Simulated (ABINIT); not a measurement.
# BAs (F-43m) in ABINIT: settings compared, part 2 of 2

ABINIT 10.8.3 (patched build). The steps go on from the part before.

## Step 3: Equation of state, LDA-VWN

The input, run.abi:

```
# Datasets: one volume each
ndtset 7
getwfk -1
scalecart1 3*0.9795861087
scalecart2 3*0.9864848297
scalecart3 3*0.9932883884
scalecart4 3*1.0000000000
scalecart5 3*1.0066227096
scalecart6 3*1.0131594038
scalecart7 3*1.0196128224

# Pseudopotentials
pp_dirpath "./"
pseudos "As.LDA_PW-JTH_sp.xml, B.LDA_PW-JTH.xml"

# Structure
acell 3.3778490937 3.3778490937 3.3778490937 Angstrom
rprim
     0.0000000000     0.7071067812     0.7071067812
     0.7071067812     0.0000000000     0.7071067812
     0.7071067812     0.7071067812     0.0000000000
ntypat 2
znucl 33 5
natom 2
typat 1 2
xred
     0.7500000000     0.7500000000     0.7500000000
     0.0000000000     0.0000000000     0.0000000000

# Plane-wave basis
ecut 15.0
pawecutdg 30.0

# k points
kptopt 1
ngkpt 10 10 10
nshiftk 1
shiftk 0.0 0.0 0.0

# Exchange and correlation
ixc -1007

# Bands and occupations
nband 8
occopt 3
tsmear 0.00183747

# SCF cycle
nstep 100
tolvrs 1.0e-9

# Output
iomode 3
prtwf 1
prtden 0
prteig 0
prtebands 0
```

Potentials or basis: JTH PAW LDA v2.0 sp.

On the command line:

```sh
$ abinit run.abi > log 2>&1
```

run.abo:

```text
.Version 10.8.3 of ABINIT
 DATASET    1 : space group F-4 3 m (#216); Bravais cF (face-center cubic)
================================================================================
 Values of the parameters that define the memory need for DATASET  1.
     intxc =       0    ionmov =       0      iscf =      17    lmnmax =       8
     lnmax =       4     mgfft =      24  mpssoang =       2    mqgrid =    3001
     natom =       2  nloc_mem =       2    nspden =       1   nspinor =       1
    nsppol =       1      nsym =      24    n1xccc =       1    ntypat =       2
    occopt =       3   xclevel =       1
       mpw =         495          nfft =       13824          nkpt =          47
 PAW method is used; the additional fine FFT grid is defined by:
   mgfftf=        32    nfftf =     32768
================================================================================
================================================================================
[... 71 lines left out ...]
 DATASET    7 : space group F-4 3 m (#216); Bravais cF (face-center cubic)
================================================================================
 Values of the parameters that define the memory need for DATASET  7.
     intxc =       0    ionmov =       0      iscf =      17    lmnmax =       8
     lnmax =       4     mgfft =      24  mpssoang =       2    mqgrid =    3001
     natom =       2  nloc_mem =       2    nspden =       1   nspinor =       1
    nsppol =       1      nsym =      24    n1xccc =       1    ntypat =       2
    occopt =       3   xclevel =       1
       mpw =         552          nfft =       13824          nkpt =          47
 PAW method is used; the additional fine FFT grid is defined by:
   mgfftf=        36    nfftf =     46656
================================================================================
================================================================================

--------------------------------------------------------------------------------
------------- Echo of variables that govern the present computation ------------
--------------------------------------------------------------------------------
 -outvars: echo values of preprocessed input variables --------
            acell      6.3832096817E+00  6.3832096817E+00  6.3832096817E+00 Bohr
              amu      7.49215900E+01  1.08110000E+01
             ecut      1.50000000E+01 Hartree
[... 1221 lines left out ...]
  is sufficient for exact treatment of convolution.
  Such a large boxcut is a waste : you could raise ecut
  e.g. ecut=   37.745568 Hartrees makes boxcut=2

--------------------------------------------------------------------------------

-inwffil : will read wavefunctions from disk file runo_DS6_WFK.nc

================================================================================
[... 138 lines left out ...]
-Cartesian components of stress tensor (GPa)         [Pressure= -1.0228E+01 GPa]
- sigma(1 1)=  1.02278652E+01  sigma(3 2)=  0.00000000E+00
- sigma(2 2)=  1.02278652E+01  sigma(3 1)=  0.00000000E+00
- sigma(3 3)=  1.02278652E+01  sigma(2 1)=  0.00000000E+00

== END DATASET(S) ==============================================================
================================================================================

 -outvars: echo values of variables after computation  --------
            acell      6.3832096817E+00  6.3832096817E+00  6.3832096817E+00 Bohr
           etotal1    -9.3916123391E+00
           etotal2    -9.3921668040E+00
           etotal3    -9.3923083973E+00
           etotal4    -9.3920759910E+00
           etotal5    -9.3915063118E+00
           etotal6    -9.3906357253E+00
           etotal7    -9.3894905821E+00
            fcart1    -5.9471986897E-32 -1.7841596069E-31  1.7841596069E-31
                       5.9471986897E-32  1.7841596069E-31 -1.7841596069E-31
            fcart2    -4.7244868216E-31 -4.7244868216E-31  1.4173460465E-30
                       4.7244868216E-31  4.7244868216E-31 -1.4173460465E-30
            fcart3    -8.7581154020E-47 -2.3460631535E-31  4.6921263070E-31
                       0.0000000000E+00  2.3460631535E-31 -4.6921263070E-31
            fcart4     2.3303172888E-31  8.3049972984E-49 -2.3303172888E-31
                      -2.3303172888E-31 -8.3049972984E-49  2.3303172888E-31
            fcart5     4.0512251676E-31  1.7362393576E-31 -7.5237038828E-31
                      -4.0512251676E-31 -1.7362393576E-31  7.5237038828E-31
[... 38 lines left out ...]
                       0.0000000000E+00  0.0000000000E+00  0.0000000000E+00
           xangst1     3.5096121310E+00  3.5096121310E+00  3.5096121310E+00
                       0.0000000000E+00  0.0000000000E+00  0.0000000000E+00
           xangst2     3.5343285236E+00  3.5343285236E+00  3.5343285236E+00
                       0.0000000000E+00  0.0000000000E+00  0.0000000000E+00
           xangst3     3.5587039736E+00  3.5587039736E+00  3.5587039736E+00
                       0.0000000000E+00  0.0000000000E+00  0.0000000000E+00
           xangst4     3.5827500000E+00  3.5827500000E+00  3.5827500000E+00
                       0.0000000000E+00  0.0000000000E+00  0.0000000000E+00
           xangst5     3.6064775129E+00  3.6064775129E+00  3.6064775129E+00
                       0.0000000000E+00  0.0000000000E+00  0.0000000000E+00
           xangst6     3.6298968540E+00  3.6298968540E+00  3.6298968540E+00
                       0.0000000000E+00  0.0000000000E+00  0.0000000000E+00
           xangst7     3.6530178395E+00  3.6530178395E+00  3.6530178395E+00
                       0.0000000000E+00  0.0000000000E+00  0.0000000000E+00
             xred      7.5000000000E-01  7.5000000000E-01  7.5000000000E-01
                       0.0000000000E+00  0.0000000000E+00  0.0000000000E+00
 Calculation completed.
```

Wall time 27 s (1 thread of Arm Neoverse V2, shared host); peak memory 0.11 GiB.

What came out:

- Equilibrium volume: 13.32 Å³/atom
- Bulk modulus: 148 GPa
- Pressure derivative of the bulk modulus: 4.1

Energy against volume, from the lowest point:
```csv
volume (Å³/atom),energy (meV/atom)
12.809,9.47
13.081,1.93
13.354,0.00
13.626,3.16
13.899,10.91
14.171,22.76
14.444,38.34
```

Caveat: pressures at fixed basis lie under the slope of the energies; this set keeps more shells in the core, which shifts pressures and gaps.

## Step 4: Band structure, LDA-PZ

The input, run.abi:

```
# Datasets: ground state, then fixed potential
ndtset 2

# Pseudopotentials
pp_dirpath "./"
pseudos "As.LDA_PW-JTH.xml, B.LDA_PW-JTH.xml"

# Structure
acell 3.3778490937 3.3778490937 3.3778490937 Angstrom
rprim
     0.0000000000     0.7071067812     0.7071067812
     0.7071067812     0.0000000000     0.7071067812
     0.7071067812     0.7071067812     0.0000000000
ntypat 2
znucl 33 5
natom 2
typat 1 2
xcart
     6.7704162730     6.7704162730     6.7704162730
     0.0000000000     0.0000000000     0.0000000000

# Plane-wave basis
ecut 15.0
pawecutdg 30.0

# Exchange and correlation
ixc 2

# Bands and occupations
occopt 3
tsmear 0.05 eV

# SCF cycle
nstep 100

# Output
iomode 3
prtwf 0
prteig 0
prtebands 0
prtden1 1
prtvha1 1
prtvclmb1 1
prtpot1 1

# Dataset 1
kptopt1 1
ngkpt1 10 10 10
nshiftk1 1
shiftk1 0.0 0.0 0.0
nband1 13
tolvrs1 1.0e-9

# Dataset 2: bands along G-X-W-K-G-L-U-W-L-K
iscf2 -2
getden2 1
nband2 17
nbdbuf2 2
tolwfr2 1.0e-12
kptopt2 -9
ndivsm2 5
prteig2 1
prtvol2 -3
kptbounds2
     0.0000000000     0.0000000000     0.0000000000
     0.5000000000     0.0000000000     0.5000000000
     0.5000000000     0.2500000000     0.7500000000
     0.3750000000     0.3750000000     0.7500000000
     0.0000000000     0.0000000000     0.0000000000
     0.5000000000     0.5000000000     0.5000000000
     0.6250000000     0.2500000000     0.6250000000
     0.5000000000     0.2500000000     0.7500000000
     0.5000000000     0.5000000000     0.5000000000
     0.3750000000     0.3750000000     0.7500000000
```

Potentials or basis: JTH PAW LDA v2.0.

On the command line:

```sh
$ abinit run.abi > log 2>&1
```

Run time: 19 s. Hardware: 1 thread of Arm Neoverse V2, shared host; peak memory 0.12 GiB.

Results (log left out):

```yaml
Free_energy: -3184.0699 eV
Pressure: -3.9 GPa
Band_gap_on_the_k_mesh: 1.13 eV, indirect (least direct gap 3.25 eV)
Band_gap_along_the_path: 1.13 eV, indirect (least direct gap 3.25 eV)
Valence_electrons_inside_the_program's_atomic_spheres: As 12.83; B 1.77
```

Levels at the corners of the path, in eV from the valence-band top:
| point | band 6 | band 7 | band 8 | band 9 | band 10 | band 11 | band 12 | band 13 |
| --- | --- | --- | --- | --- | --- | --- | --- | --- |
| Γ | -15.40 | 0.00 | 0.00 | 0.00 | 3.25 | 3.25 | 3.25 | 4.64 |
| X | -11.28 | -8.42 | -4.07 | -4.07 | 1.34 | 1.43 | 11.25 | 11.25 |
| W | -11.12 | -7.93 | -5.50 | -5.20 | 5.19 | 5.85 | 6.71 | 7.04 |
| K | -11.31 | -8.03 | -5.96 | -3.48 | 1.99 | 5.47 | 9.15 | 9.65 |
| Γ | -15.40 | 0.00 | 0.00 | 0.00 | 3.25 | 3.25 | 3.25 | 4.64 |
| L | -12.55 | -8.75 | -1.82 | -1.82 | 2.67 | 4.76 | 4.76 | 8.70 |
| U | -11.31 | -8.03 | -5.96 | -3.48 | 1.99 | 5.47 | 9.15 | 9.65 |
| W | -11.12 | -7.93 | -5.50 | -5.20 | 5.19 | 5.85 | 6.71 | 7.04 |
| L | -12.55 | -8.75 | -1.82 | -1.82 | 2.67 | 4.76 | 4.76 | 8.70 |
| K | -11.31 | -8.03 | -5.96 | -3.48 | 1.99 | 5.47 | 9.15 | 9.65 |

## Step 5: Band structure, LDA-Teter, spin-orbit coupling, no magnetisation

The input, run.abi:

```
ndtset 2

pp_dirpath "./"
pseudos "As.LDA_PW-JTH.xml, B.LDA_PW-JTH.xml"

acell 3.3778490937 3.3778490937 3.3778490937 Angstrom
rprim
     0.0000000000     0.7071067812     0.7071067812
     0.7071067812     0.0000000000     0.7071067812
     0.7071067812     0.7071067812     0.0000000000
ntypat 2
znucl 33 5
natom 2
typat 1 2
xred
     0.7500000000     0.7500000000     0.7500000000
     0.0000000000     0.0000000000     0.0000000000

ecut 15.0
pawecutdg 30.0

ixc 1

occopt 3
tsmear 0.00183747

nspinor 2
nspden 1
pawspnorb 1

nstep 100

iomode 3
prtwf 0
prteig 0
prtebands 0
enunit 2
prtden1 1

kptopt1 4
ngkpt1 10 10 10
nshiftk1 1
shiftk1 0.0 0.0 0.0
nband1 26
tolvrs1 1.0e-9

iscf2 -2
getden2 1
nband2 34
nbdbuf2 2
tolwfr2 1.0e-12
kptopt2 -9
ndivsm2 6
prteig2 1
kptbounds2
     0.0000000000     0.0000000000     0.0000000000
     0.5000000000     0.0000000000     0.5000000000
     0.5000000000     0.2500000000     0.7500000000
     0.3750000000     0.3750000000     0.7500000000
     0.0000000000     0.0000000000     0.0000000000
     0.5000000000     0.5000000000     0.5000000000
     0.6250000000     0.2500000000     0.6250000000
     0.5000000000     0.2500000000     0.7500000000
     0.5000000000     0.5000000000     0.5000000000
     0.3750000000     0.3750000000     0.7500000000
```

On the command line:

```sh
$ abinit run.abi > log 2>&1
```

It took 2 min on 1 thread of Arm Neoverse V2, shared host; peak memory 0.12 GiB.

It converged, with:

* Free energy: -3184.3506 eV
* Pressure: -3.9 GPa
* Band gap on the k mesh: 1.06 eV, indirect (least direct gap 3.04 eV)
* Band gap along the path: 1.06 eV, indirect (least direct gap 3.04 eV)
* Valence electrons inside the program's atomic spheres: As 12.83; B 1.77

Levels at the corners of the path, in eV from the valence-band top:
| point | band 16 | band 17 | band 18 | band 19 | band 20 | band 21 |
| --- | --- | --- | --- | --- | --- | --- |
| Γ | 0.00 | 0.00 | 0.00 | 3.04 | 3.04 | 3.26 |
| X | -4.21 | -4.07 | -4.07 | 1.27 | 1.27 | 1.36 |
| W | -5.50 | -5.27 | -5.25 | 5.12 | 5.13 | 5.78 |
| K | -5.98 | -3.55 | -3.54 | 1.92 | 1.93 | 5.39 |
| Γ | 0.00 | 0.00 | 0.00 | 3.04 | 3.04 | 3.26 |
| L | -1.96 | -1.81 | -1.81 | 2.60 | 2.60 | 4.65 |
| U | -5.98 | -3.55 | -3.54 | 1.92 | 1.93 | 5.39 |
| W | -5.50 | -5.27 | -5.25 | 5.12 | 5.13 | 5.78 |
| L | -1.96 | -1.81 | -1.81 | 2.60 | 2.60 | 4.65 |
| K | -5.98 | -3.55 | -3.54 | 1.92 | 1.93 | 5.39 |

## Step 6: Equation of state, LDA-Teter

The input, run.abi:

```
# Datasets: one volume each
ndtset 7
getwfk -1
scalecart1 3*0.9795861087
scalecart2 3*0.9864848297
scalecart3 3*0.9932883884
scalecart4 3*1.0000000000
scalecart5 3*1.0066227096
scalecart6 3*1.0131594038
scalecart7 3*1.0196128224

# Pseudopotentials
pp_dirpath "./"
pseudos "As.LDA_PW-JTH_sp.xml, B.LDA_PW-JTH.xml"

# Structure
acell 3*1.0 Angstrom
rprim
     0.0000000000     2.3885000000     2.3885000000
     2.3885000000     0.0000000000     2.3885000000
     2.3885000000     2.3885000000     0.0000000000
ntypat 2
znucl 33 5
natom 2
typat 1 2
xred
     0.7500000000     0.7500000000     0.7500000000
     0.0000000000     0.0000000000     0.0000000000

# Plane-wave basis
ecut 15.0
pawecutdg 30.0

# k points
kptopt 1
ngkpt 10 10 10
nshiftk 1
shiftk 0.0 0.0 0.0

# Exchange and correlation
ixc 1

# Bands and occupations
nband 8
occopt 3
tsmear 0.05 eV

# SCF cycle
nstep 100
tolvrs 1.0e-9

# Output
iomode 3
prtwf 1
prtden 0
prteig 0
prtebands 0
enunit 2
```

Potentials or basis: JTH PAW LDA v2.0 sp.

On the command line:

```sh
$ abinit run.abi > log 2>&1
```

Wall time 27 s (1 thread of Arm Neoverse V2, shared host); peak memory 0.12 GiB.

It converged, with:

- Equilibrium volume: 13.34 Å³/atom
- Bulk modulus: 147 GPa
- Pressure derivative of the bulk modulus: 4.1

Energy against volume, from the lowest point:
```
volume (Å³/atom)  energy (meV/atom)
          12.809              10.28
          13.081               2.33
          13.354               0.00
          13.626               2.77
          13.899              10.14
          14.171              21.61
          14.444              36.83
```

Caveat: pressures at fixed basis lie under the slope of the energies; this set keeps more shells in the core, which shifts pressures and gaps.

## Step 7: Summary

```tsv
task	level	potentials or basis	spin	cutoff (eV)	fine-grid cutoff	gap on the mesh (eV)	pressure (GPa)	V0 of scaled cells (Å³/atom)	B0 (GPa)
equation of state	PBEsol	JTH PAW PBE v2.0	off	272	544.228 eV	-	-	13.55	137
equation of state	LDA-VWN	JTH PAW LDA v2.0 sp	off	408	816.342 eV	-	-	13.32	148
band structure	LDA-PZ	JTH PAW LDA v2.0	off	408	816.342 eV	1.13	-3.9	-	-
band structure	LDA-Teter	JTH PAW LDA v2.0	SOC, no magnetisation	408	816.342 eV	1.06	-3.9	-	-
equation of state	LDA-Teter	JTH PAW LDA v2.0 sp	off	408	816.342 eV	-	-	13.34	147
```

Alike in all rows: cell as given; k mesh 10 × 10 × 10; smearing fermi-dirac 0.05 eV.

Caveats: pressures at fixed basis lie under the slope of the energies (some runs); this set keeps more shells in the core, which shifts pressures and gaps (some runs); the PAW data sets were made with another functional, which shifts forces and pressure a little (some runs).

Absolute energies hang on the potentials; compare differences alone.

## Step 8: How close it comes

Step 2. Against the measured bulk modulus of BAs, 148 GPa (quoted in “Basic Physical Properties of Cubic Boron Arsenide”, 2019, arxiv:1911.11281), the calculated 137 GPa is off by -7.5 %. The fit is for a static lattice scaled at fixed shape and fixed fractional positions.

Step 3. Against the measured bulk modulus of BAs, 148 GPa (quoted in “Basic Physical Properties of Cubic Boron Arsenide”, 2019, arxiv:1911.11281), the calculated 148 GPa is off by -0.1 %. The fit is for a static lattice scaled at fixed shape and fixed fractional positions.

Step 6. A measured bulk modulus of BAs is 148 GPa (quoted in “Basic Physical Properties of Cubic Boron Arsenide”, 2019, arxiv:1911.11281); the calculated 147 GPa misses it by -0.6 %. The fit is for a static lattice scaled at fixed shape and fixed fractional positions.
